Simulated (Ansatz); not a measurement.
# P (Cmce), zone-centre modes

These are results of DFT PBE, scalar-relativistic, plane waves, PAW (Ansatz), not measurements. Settings: plane waves to 420 eV, k-mesh 10×10×8 (Γ-centred), Gaussian smearing 0.03 eV. No spin polarisation.

The starting cell (relaxed at this level):

```
P
1.0
     1.65522   -5.64272    0.00000
     1.65522    5.64272    0.00000
     0.00000    0.00000    4.55777
P
4
Cartesian
  1.6552 4.5811 4.1645
  1.6552 -1.0616 2.6721
  1.6552 -4.5811 0.3932
  1.6552 1.0616 1.8856
```

The cell holds layers and no dispersion correction was added, so their binding is poorly described.

Harmonic modes by finite displacements of 0.02 Å, without the LO–TO term.

(1) At this geometry, is the structure stable against these modes?

(2) List the wavenumbers in cm⁻¹.

Results:

(1) Yes: no mode is imaginary beyond 10 cm⁻¹, and only the three translations lie near zero.

(2) 0, 0, 0, 123, 187, 222, 341, 412, 421, 422, 451, 457.

Cost: 1 run of about 12 core-minutes, on AMD EPYC (Zen 3) (shared hosts).